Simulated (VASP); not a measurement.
Input of a VASP 6.6.1 run:

File INCAR:

```
  PREC = Accurate
  ENCUT = 520
  EDIFF = 1E-8
  ISMEAR = -1
  SIGMA = 0.08
  LREAL = False
  LASPH = True
  NELM = 100
  ALGO = Normal
  ISIF = 2
  LWAVE = False
  LCHARG = False
  GGA = PE
  LEFG = True
  NBANDS = 16
```

KPOINTS

```
Automatic mesh
0
Gamma
  10 10 10
```

File POSCAR:

```
HgTe
1.0
    0.0000000000      2.8630700000      2.9215000000
    2.8630700000      0.0000000000      2.9215000000
    2.8630700000      2.8630700000      0.0000000000
Hg Te
1 1
Direct
    0.0000000000      0.0000000000      0.0000000000
    0.5000000000      0.5000000000      0.5000000000
```

Potentials or basis: VASP PAW PBE potentials, release 64 (Hg, Te).

Run with:

```sh
$ cat potpaw_PBE.64/Hg/POTCAR potpaw_PBE.64/Te/POTCAR > POTCAR
$ mpirun -np 1 vasp_std > vasp.out
```

Problem. Estimate the band gap on the k mesh.

Solution. None (metal or under the smearing width).

Problem. Predict the pressure.

Solution. 15.1 GPa.

Stress tensor (GPa, compression positive):
```
16.25  0.00  0.00
 0.00 16.25  0.00
 0.00  0.00 12.74
```

Caveat: so large a pressure means that the cell lies far from this level's equilibrium, or that cutoff or potentials fall short. Spin-orbit coupling is left out, which matters for the levels of Hg, Te.
